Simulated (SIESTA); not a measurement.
# Ga (Cmce) in SIESTA: further runs, part 2 of 2

SIESTA 5.4.2.

## (3) Single point, LDA, 18.42 Å³/atom

Ga.fdf reads:

```
SystemName                      Gallium
SystemLabel                     Ga
NumberOfSpecies                 1
NumberOfAtoms                   4
%block ChemicalSpeciesLabel
  1  31 Ga
%endblock ChemicalSpeciesLabel

LatticeConstant                 1.0 Ang
%block LatticeVectors
     2.2153339849    -3.7523045894     0.0000000000
     2.2153339849     3.7523045894     0.0000000000
     0.0000000000     0.0000000000     4.4316475558
%endblock LatticeVectors
AtomicCoordinatesFormat         Fractional
%block AtomicCoordinatesAndAtomicSpecies
     0.3451000000     0.6549000000     0.4190000000  1  Ga
     0.1549000000     0.8451000000     0.9190000000  1  Ga
     0.6549000000     0.3451000000     0.5810000000  1  Ga
     0.8451000000     0.1549000000     0.0810000000  1  Ga
%endblock AtomicCoordinatesAndAtomicSpecies

%block kgrid.MonkhorstPack
    7   0   0  0.0
    0   7   0  0.0
    0   0   6  0.0
%endblock kgrid.MonkhorstPack
XC.Functional                   LDA
XC.Authors                      PW92
PAO.BasisSize                   DZP
PAO.EnergyShift                 0.003 Ry
Mesh.Cutoff                     800 Ry
OccupationFunction              FD
ElectronicTemperature           0.05 eV
MaxSCFIterations                120
SCF.MustConverge                false
SCF.Mixer.Method                Pulay
SCF.Mixer.Weight                0.25
SCF.Mixer.History               8
SCF.DM.Tolerance                5.0e-05
SCF.H.Tolerance                 1.0e-03 eV
WriteForces                     true
Charge.Mulliken                 end
%block PAO.Basis
  Ga 4
  n=4 0 2
    6.549 0.000
  n=4 1 2
    9.260 0.000
  n=3 2 2
    3.582 0.000
  n=4 2 1
    9.260
%endblock PAO.Basis
```

Potentials or basis: PseudoDojo 0.4 standard (LDA files), DZP (energy shift 0.003 Ry; two zetas on semicore shells).

Run with:

```sh
siesta < Ga.fdf > Ga.out 2>&1
```

It took 5.6 min on 1 thread of Intel Xeon Platinum 8375C at 2.90GHz (Ice Lake), shared host; peak memory 0.8 GiB.

Results (log left out):

| Property | Result |
| --- | --- |
| Free energy | -8310.7981 eV |
| Pressure | -0.7 GPa |
| Largest force | 0.129 eV/Å |
| Band gap on the k mesh | none (metal or under the smearing width) |

Caveat: the basis of atomic orbitals isn't converged, which shifts pressures, moduli and gaps.

## (4) Single point, LDA, 18.81 Å³/atom

Changes to Ga.fdf since step 3:

```diff
@@ -10,5 +10,5 @@
 %block LatticeVectors
-     2.2153339849    -3.7523045894     0.0000000000
-     2.2153339849     3.7523045894     0.0000000000
-     0.0000000000     0.0000000000     4.4316475558
+     2.2309354424    -3.7787301403     0.0000000000
+     2.2309354424     3.7787301403     0.0000000000
+     0.0000000000     0.0000000000     4.4628573697
 %endblock LatticeVectors
```

Run with:

```sh
siesta < Ga.fdf > Ga.out 2>&1
```

It took 5.2 min on 1 thread of Intel Xeon Platinum 8375C at 2.90GHz (Ice Lake), shared host; peak memory 0.79 GiB.

Results (log left out):

```yaml
Free_energy: -8310.7849 eV
Pressure: -2.0 GPa
Largest_force: 0.128 eV/Å
Band_gap_on_the_k_mesh: none (metal or under the smearing width)
```

Caveat: the basis of atomic orbitals isn't converged, which shifts pressures, moduli and gaps.

## (5) Single point, LDA, 19.20 Å³/atom

Changes to Ga.fdf since step 4:

```diff
@@ -10,5 +10,5 @@
 %block LatticeVectors
-     2.2309354424    -3.7787301403     0.0000000000
-     2.2309354424     3.7787301403     0.0000000000
-     0.0000000000     0.0000000000     4.4628573697
+     2.2463216903    -3.8047911717     0.0000000000
+     2.2463216903     3.8047911717     0.0000000000
+     0.0000000000     0.0000000000     4.4936366690
 %endblock LatticeVectors
```

Run with:

```sh
siesta < Ga.fdf > Ga.out 2>&1
```

It took 4.9 min on 1 thread of Intel Xeon Platinum 8375C at 2.90GHz (Ice Lake), shared host; peak memory 0.78 GiB.

Results (log left out):

```
Free energy            : -8310.7593 eV
Pressure               : -3.2 GPa
Largest force          : 0.125 eV/Å
Band gap on the k mesh : none (metal or under the smearing width)
```

Caveat: the basis of atomic orbitals isn't converged, which shifts pressures, moduli and gaps.

## (6) Single point, LDA, 19.59 Å³/atom

Changes to Ga.fdf since step 5:

```diff
@@ -10,5 +10,5 @@
 %block LatticeVectors
-     2.2463216903    -3.8047911717     0.0000000000
-     2.2463216903     3.8047911717     0.0000000000
-     0.0000000000     0.0000000000     4.4936366690
+     2.2615000000    -3.8305000000     0.0000000000
+     2.2615000000     3.8305000000     0.0000000000
+     0.0000000000     0.0000000000     4.5240000000
 %endblock LatticeVectors
```

Potentials or basis: PseudoDojo 0.4 standard (LDA files), DZP (energy shift 0.003 Ry; two zetas on semicore shells).

Run with:

```sh
siesta < Ga.fdf > Ga.out 2>&1
```

It took 4.7 min on 1 thread of Intel Xeon Platinum 8375C at 2.90GHz (Ice Lake), shared host; peak memory 0.76 GiB.

It converged, with:

```yaml
Free_energy: -8310.7231 eV
Pressure: -4.2 GPa
Largest_force: 0.121 eV/Å
Band_gap_on_the_k_mesh: none (metal or under the smearing width)
```

Caveat: the basis of atomic orbitals isn't converged, which shifts pressures, moduli and gaps.

## (7) Single point, LDA, 19.99 Å³/atom

Changes to Ga.fdf since step 6:

```diff
@@ -10,5 +10,5 @@
 %block LatticeVectors
-     2.2615000000    -3.8305000000     0.0000000000
-     2.2615000000     3.8305000000     0.0000000000
-     0.0000000000     0.0000000000     4.5240000000
+     2.2764772577    -3.8558682890     0.0000000000
+     2.2764772577     3.8558682890     0.0000000000
+     0.0000000000     0.0000000000     4.5539611380
 %endblock LatticeVectors
```

Run with:

```sh
siesta < Ga.fdf > Ga.out 2>&1
```

Wall time 4.6 min (1 thread of Intel Xeon Platinum 8375C at 2.90GHz (Ice Lake), shared host); peak memory 0.75 GiB.

The run converged. Its results:

```yaml
Free_energy: -8310.6778 eV
Pressure: -5.0 GPa
Largest_force: 0.116 eV/Å
Band_gap_on_the_k_mesh: none (metal or under the smearing width)
```

Caveat: the basis of atomic orbitals isn't converged, which shifts pressures, moduli and gaps.

## (8) Single point, LDA, 20.38 Å³/atom

Changes to Ga.fdf since step 7:

```diff
@@ -10,5 +10,5 @@
 %block LatticeVectors
-     2.2764772577    -3.8558682890     0.0000000000
-     2.2764772577     3.8558682890     0.0000000000
-     0.0000000000     0.0000000000     4.5539611380
+     2.2912599917    -3.8809070963     0.0000000000
+     2.2912599917     3.8809070963     0.0000000000
+     0.0000000000     0.0000000000     4.5835331429
 %endblock LatticeVectors
```

Run with:

```sh
siesta < Ga.fdf > Ga.out 2>&1
```

Run time: 4.2 min. Hardware: 1 thread of Intel Xeon Platinum 8375C at 2.90GHz (Ice Lake), shared host; peak memory 0.74 GiB.

Results (log left out):

```
Free energy            : -8310.6248 eV
Pressure               : -5.8 GPa
Largest force          : 0.108 eV/Å
Band gap on the k mesh : none (metal or under the smearing width)
```

Caveat: the basis of atomic orbitals isn't converged, which shifts pressures, moduli and gaps.

## (9) Single point, LDA, 20.77 Å³/atom

Changes to Ga.fdf since step 8:

```diff
@@ -10,5 +10,5 @@
 %block LatticeVectors
-     2.2912599917    -3.8809070963     0.0000000000
-     2.2912599917     3.8809070963     0.0000000000
-     0.0000000000     0.0000000000     4.5835331429
+     2.3058543979    -3.9056269163     0.0000000000
+     2.3058543979     3.9056269163     0.0000000000
+     0.0000000000     0.0000000000     4.6127284086
 %endblock LatticeVectors
```

Potentials or basis: PseudoDojo 0.4 standard (LDA files), DZP (energy shift 0.003 Ry; two zetas on semicore shells).

Run with:

```sh
siesta Ga.fdf > Ga.out 2>&1
```

Run time: 4.1 min. Hardware: 1 thread of Intel Xeon Platinum 8375C at 2.90GHz (Ice Lake), shared host; peak memory 0.73 GiB.

The run converged. Its results:

```
Free energy            : -8310.5653 eV
Pressure               : -6.4 GPa
Largest force          : 0.101 eV/Å
Band gap on the k mesh : none (metal or under the smearing width)
```

Caveat: the basis of atomic orbitals isn't converged, which shifts pressures, moduli and gaps.

## (10) Equation of state, LDA

This step only gathers the single runs of the series.

What came out:

```
Equilibrium volume                        : 18.25 Å³/atom (rough: see the caveat)
Bulk modulus at fixed shape and positions : 73 GPa (rough)
```

Energy against volume, from the lowest point:
```
volume (Å³/atom)  energy (meV/atom)
          18.419               0.00
          18.811               3.31
          19.203               9.71
          19.595              18.76
          19.987              30.09
          20.379              43.32
          20.771              58.20
```

Caveat: the minimum lies outside the volumes run; the cell was scaled at fixed shape and fractional positions, which overstates the stiffness of a crystal with free parameters, most of all of layers and chains; the basis of atomic orbitals isn't converged, which shifts pressures, moduli and gaps.
